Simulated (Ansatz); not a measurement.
# NiSb (Breithauptite) (P6_3/mmc) in Ansatz: reference runs, part 2 of 2

Ansatz 0.2.0.

## Step 3: Single point, PBE, collinear spin, ferromagnetic start (atoms moved at random, drawn with an rms of 0.05 Å)

File input.yaml:

```yaml
crystal:
  lattice:
    - [3.928, 0.0, 0.0]
    - [-1.964, 3.4017477861, 0.0]
    - [0.0, 0.0, 5.12]
  atoms:
    - { symbol: Sb, position: [0.665317, 0.335262, 0.753685] }
    - { symbol: Sb, position: [0.339528, 0.666914, 0.244929] }
    - { symbol: Ni, position: [0.001672, 0.014619, 0.502602], spin: 1.0 }
    - { symbol: Ni, position: [-0.002764, -0.003411, -0.004813], spin: 1.0 }
hamiltonian:
  xc: pbe
  pseudopotentials: { kind: paw }
magnetization:
  spin_polarized: true
kpoints:
  mp_grid: { grid: [8, 8, 5] }
scf:
  occupations: { method: fermi_dirac, width: 0.05 }
output:
  forces: true
  stress: true
  eigenvalues: true
```

Potentials or basis: Ansatz PAW.

Started as:

```
$ ansatz run input.yaml --threads 2 --pin off --max-ram 5120MiB --backend cpu --events-out ev --progress --plain --runs-dir out
```

The program printed:

```text
Warning: RAYON_NUM_THREADS=2 ignored (pool sized by the plan → 2); use --threads N
Engine: ansatz 0.2.0, aarch64-unknown-linux-gnu
Pseudopotentials: kind: paw
Pseudopotential: Sb, paw, valence charge 15, recommended cutoff 420 eV (normal), Sb.paw.azcp
Pseudopotential: Ni, paw, valence charge 18, recommended cutoff 420 eV (normal), Ni.paw.azcp
Functional definition: PBE
  parameter kappa = 0.804
  parameter beta = 0.06672455060314922
  exchange = pbe_x(kappa = kappa, mu = beta*pi^2/3)
  correlation = pbe_c(beta = beta)
Crystal: 4 atoms, lattice volume = 68.414 Å³
Basis set: ecut = 420 eV, 1385 PW (Γ), exchange–correlation on 54×54×72 points (8 copies of the dense FFT grid, shifted against one another)
Bands: 41, of which v1, the nominal top of the filled ones, is band 33 counted from 1 (32 counted from 0)
Symmetry: 1 space group operations
Space group: P1 (ITA 1), of the structure as read, at distance tolerance 4.1e-5 Å
Magnetic group: BNS 1.1 (UNI 1), of the structure as read, at distance tolerance 4.1e-5 Å
k-points: 162 of 320 (time reversal used)
Non-local potential: Sb, projectors of the file, l = 0: 2, l = 1: 2, l = 2: 2, l = 3: 2
Non-local potential: Ni, projectors of the file, l = 0: 3, l = 1: 2, l = 2: 3, l = 3: 1
PAW form: soft (Blöchl's): semilocal exchange-correlation on the pseudo side does not see the compensation charge
PAW one-centre angular grid: Sb, 590 points (default); XC on 64 Gauss nodes
PAW one-centre angular grid: Ni, 590 points (default); XC on 64 Gauss nodes
Initial density: superposition of atomic densities (chi_scale 0.1, normalization cell)
Starting moments: Σ|m| = 2 μB on 2 of 4 sites
Initial wavefunctions: pseudopotential atomic-orbital guess
Functional: x = pbe(κ = 0.804, μ = 0.2195149727645171), c = pbe(β = 0.06672455060314922)
iter 1 solved again at ethr=2.68e-3 eV; its pass at ethr=3.10e-3 eV (dr2=1.77e0 eV) is discarded
SCF iter   1: F=—  HF=-24645.579275 eV  |F-HF|=—  |Δ(HF+E_count)|=         —  Δρ=8.23e-2 (↑5.63e-2 ↓8.23e-2)  dr2=1.78e0  dr2_m=2.81e0  M=0.236 μB ∫|m|=0.354 μB  β_m=0.30  ethr=2.68e-3  ⟨swp⟩=1.1  Hψ=68729  notcnv=0
Mixer restart at iter 1: flushing history
preconditioner: auto → Kerker (q_TF=auto, 2.712 Å⁻¹)  [metal: Δε(μ)=0.003 eV  Ē_g=18.077 eV  σ=0.050 eV  W_gap=0.01  n_scr=22 (ndim 8)  ℏωp=31.7 eV  f_vac=0.000  D(μ)=2.57/eV (n_scr^D=22)]
spin=Collinear: Kerker preconditioning applied to the charge; magnetization (m = ρ↑ − ρ↓) channel mixes plain (no charge-response kernel on spin).
SCF iter   2: F=—  HF=-24647.173139 eV  |F-HF|=—  |Δ(HF+E_count)|=    1.59e0  Δρ=6.79e-2 (↑3.88e-2 ↓6.79e-2)  dr2=1.75e0  dr2_m=1.65e0  M=0.147 μB ∫|m|=0.255 μB  β_m=0.62  ethr=2.68e-3  ⟨swp⟩=2.2  Hψ=15945  notcnv=0  defer=4
SCF iter   3: F=—  HF=-24649.588710 eV  |F-HF|=—  |Δ(HF+E_count)|=    2.42e0  Δρ=2.15e-2 (↑1.96e-2 ↓2.15e-2)  dr2=4.84e-1  dr2_m=1.53e-3  M=-0.008 μB ∫|m|=0.014 μB  β_m=0.58  ethr=2.66e-3  ⟨swp⟩=3.2  Hψ=26645  notcnv=0  defer=610
SCF iter   4: F=—  HF=-24649.485976 eV  |F-HF|=—  |Δ(HF+E_count)|=   1.03e-1  Δρ=1.24e-2 (↑1.24e-2 ↓1.05e-2)  dr2=4.66e-1  dr2_m=8.34e-4  M=-0.005 μB ∫|m|=0.011 μB  β_m=0.54  ethr=7.33e-4  ⟨swp⟩=2.7  Hψ=28919  notcnv=0  defer=683
SCF iter   5: F=—  HF=-24649.412045 eV  |F-HF|=—  |Δ(HF+E_count)|=   7.39e-2  Δρ=2.77e-3 (↑2.76e-3 ↓2.77e-3)  dr2=4.85e-2  dr2_m=1.37e-4  M=0.001 μB ∫|m|=0.010 μB  β_m=0.77  ethr=7.06e-4  ⟨swp⟩=2.0  Hψ=16698  notcnv=0  defer=683
[... 11 lines left out ...]
WARN: the starting moments were not kept: the SCF closed with an absolute magnetisation of 6.5e-7 μB, where they sum to 2 μB in size (2 sites). That is at most 0.1 of that sum. Measured as dr2_m measures the in/out step, that magnetisation stands 2.6e-13 eV from none, at or under the dr2_threshold of 1.0e-7 eV: it is no larger than a step whose dr2_m would equal this threshold. The system may hold no moment; this SCF shows only that its start led to no more than that. To try another start: raise the starting moments (crystal.atoms[].spin, magnetization.per_species, magnetization.initial_magnetization, or on a non-collinear deck that types none of these the spinor_matrix: blocks that start its atoms; where the total moment is fixed, keep their sum and leave initial_magnetization as it is; typed ones take the place of any that the run laid by itself, positive ones on a crystal's lanthanoids without a Hubbard term where scf.initial_density.shell_occupations: [] is typed) or, if the notice of its spin-set hold's release reads "site moments contracting" or "site moments show no strong build", lengthen the hold (scf.mixing.spin_hold: { on: { confirm: 4 } }; for m-r²SCAN on two components see the key's manual first). Each may lead to a state that holds a moment. A second SCF, from the converged charge density, with the starting moments and any scf.initial_density.shell_occupations laid on it anew, would have followed, and was not run: the deck does not ask for one (magnetization.retry_lost_moments is false, the default). To let it run, set magnetization.retry_lost_moments: true and run the deck again, where that key's refused combinations let it; where memory then withholds it, that run's warning says so.
SCF converged after 15 iterations
Magnetization: -0.0000 μB (33.0000 up, 33.0000 down)
Absolute magnetization: 0.0000 μB (∫|ρ↑−ρ↓|, with the PAW one-centre terms)
Spin contamination: 0.0000 ħ² per cell (⟨S²⟩ above its minimum at these occupations)
Per-site moments (μB) at R_I (Å): [(-4.3964708612626614e-8, 1.0589234952281887), (-4.4890207175614696e-8, 1.0630018262820564), (-2.3362105881464005e-7, 1.0406735594914278), (-1.1139850536584283e-7, 1.0406735594914278)]
Free energy (F): -24649.415954 eV
Harris-Foulkes:  -24649.415954 eV  (|F-HF|=2.18e-8)
Internal energy: -24649.396885 eV  (E = F + TS)
E sigma→0 (E₀):  -24649.406419 eV
Entropy (-TS):   -0.019069 eV (-4.767 meV/atom)
Fermi energy:    15.292336 eV
--- Per-component energies (eV) ---
  E_band       = -861.999953
  E_kinetic    = 988.364715
  E_local      = -11078.143872  (includes V_loc(G=0)·N_el)
  E_nonlocal   = 2007.471274
  E_hartree    = 4848.597684
  E_xc         = -448.597198
  E_vxc        = -414.357593  (∫ρ·V_xc dr)
  E_paw        = -12422.978060  (= ΣΔE_a)
  E_vpaw       = -2062.539702  (= ΣTr[D̂ρ^β])
  E_aug_tail   = 0.000978  (compensation charges beyond the density's cutoff)
  E_ewald      = -8544.112405
  E_smearing   = -0.019069  (= −TS)
  E_closure    = -0.000000  (closes the sum)
  Σ components = -24649.415954   (vs F -24649.415954, Δ=0.00e0)
--- Forces (eV/Å), atoms counted from 1 ---
  atom   1  Sb    -0.00947548     0.06201952    -0.22610057
  atom   2  Sb    -0.24248516     0.10759400     0.19766939
  atom   3  Ni     0.14368065    -0.19801831    -0.26438256
  atom   4  Ni     0.10828018     0.02840168     0.29280959
  max |Σ_I F_I| component: 4.15e-6 eV/Å
--- Stress (GPa, compression-positive) ---
        4.056456       0.463943      -0.128453
        0.463943       4.239638      -0.001946
       -0.128453      -0.001946       3.514858
  P = ⅓ Tr σ = 3.9370 GPa (39.370 kbar)
--- Band table (eV; the first three rows and the last of 324) ---
  k-point 0 ↑: bands = ["-88.0269", "-87.9435", "-48.4753", "-48.4591", "-48.4245", "-48.3849", "-48.3694", "-48.3127", "-13.9630", "-13.9556", "-13.9396", "-13.9227", "-13.9057", "-13.9050", "-13.9025", "-13.9021", "-13.8963", "-13.8957", "2.2977", "6.8751", "9.0407", "11.3557", "11.3703", "12.1295", "12.7235", "12.7252", "13.1964", "13.1995", "13.9639", "13.9793", "15.2740", "15.8211", "15.9872", "17.7539", "17.8528", "18.4533", "19.3894", "20.6221", "21.7081", "21.8755", "23.2705"]
  k-point 1 ↑: bands = ["-88.0269", "-87.9436", "-48.4753", "-48.4589", "-48.4184", "-48.3850", "-48.3695", "-48.3189", "-13.9596", "-13.9532", "-13.9379", "-13.9242", "-13.9163", "-13.9159", "-13.8999", "-13.8995", "-13.8907", "-13.8904", "2.5255", "5.7620", "10.3696", "11.4880", "11.5045", "12.2608", "12.8071", "12.8100", "12.9740", "12.9809", "13.7299", "13.7519", "15.1072", "16.2560", "16.3857", "17.7358", "17.8188", "18.2881", "18.8807", "20.8834", "21.3163", "21.4526", "22.3731"]
  k-point 2 ↑: bands = ["-88.0268", "-87.9437", "-48.4752", "-48.4588", "-48.4065", "-48.3851", "-48.3697", "-48.3310", "-13.9496", "-13.9457", "-13.9343", "-13.9333", "-13.9319", "-13.9265", "-13.8942", "-13.8939", "-13.8893", "-13.8888", "3.1979", "4.3248", "11.8573", "11.8666", "12.0932", "12.4305", "12.4513", "12.5203", "13.0428", "13.0526", "13.3839", "13.3999", "15.0901", "16.4083", "17.0468", "17.1161", "17.6036", "17.6247", "19.9022", "20.9069", "20.9716", "21.0166", "21.3222"]
  k-point 161 ↓: bands = ["-88.0268", "-87.9436", "-48.4753", "-48.4592", "-48.4064", "-48.3852", "-48.3701", "-48.3309", "-13.9557", "-13.9471", "-13.9421", "-13.9213", "-13.9160", "-13.9086", "-13.8996", "-13.8960", "-13.8861", "-13.8827", "5.3106", "5.5748", "8.7310", "9.2625", "11.8947", "12.1022", "12.2429", "12.6613", "13.1567", "13.3133", "13.3745", "13.4681", "13.5058", "13.6554", "14.9470", "16.1948", "16.5183", "17.4931", "19.7770", "20.1631", "23.2323", "23.5892", "25.1754"]
```

It took 86 s on 2 threads of Arm Neoverse V1, shared host; peak memory 0.82 GiB.

What came out:

```
Free energy            : -24649.4160 eV
Pressure               : 3.9 GPa
Largest force          : 0.360 eV/Å
Band gap on the k mesh : none (metal or under the smearing width)
Net moment             : 0.00 μB per cell
Absolute moment        : 0.00 μB per cell
```

Forces on the atoms (eV/Å):
```
Sb  -0.009  0.062 -0.226
Sb  -0.242  0.108  0.198
Ni   0.144 -0.198 -0.264
Ni   0.108  0.028  0.293
```

Caveat: the starting moments weren't kept. The run has no spin-orbit coupling, so splittings on Sb are missing.
